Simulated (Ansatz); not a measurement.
Runs of Ansatz 0.2.0 on CuI. Symmetry: P4/nmm, No. 129, tetragonal system. Conventional cell: a = 4.090 Å, b = 4.090 Å, c = 6.551 Å, α = 90.00°, β = 90.00°, γ = 90.00°. I (site symmetry 4mm) has 4 Cu at 2.65 Å as nearest neighbours. Cu (site symmetry -4m2) is surrounded by 4 I at 2.65 Å and 4 Cu at 2.89 Å. Measurements of this composition are mostly on another form, of space group No. 216.

```csv
cell,gap on the mesh (eV),pressure (GPa)
relaxed,1.52,0.0
relaxed to 30 GPa,0.83,30.0
relaxed to 5 GPa,(a),5.0
relaxed to 10 GPa,(b),10.0
relaxed to 20 GPa,1.19,20.0
```

Alike in all rows: task relaxation of cell and atoms; level PBEsol; potentials or basis all-electron LAPW, scalar-relativistic; no spin polarisation; k mesh 7 × 7 × 4; smearing fermi-dirac 0.05 eV; basis error allowed 0.002 eV/atom.

**Question.** Fill in the values left out.

**Answer.** (a) 1.47; (b) 1.49.

Caveats: spin-orbit coupling is left out, which moves the levels of the heavy elements; an odd mesh through Γ misses points on the zone boundary, where band edges often lie; this functional lacks dispersion, which binds the layers, so the pressure and a relaxed spacing across them are unreliable.

A k mesh can miss the band edges, and the runs leave out spin-orbit coupling on I.

Runs at the PBE level aren't shown here.
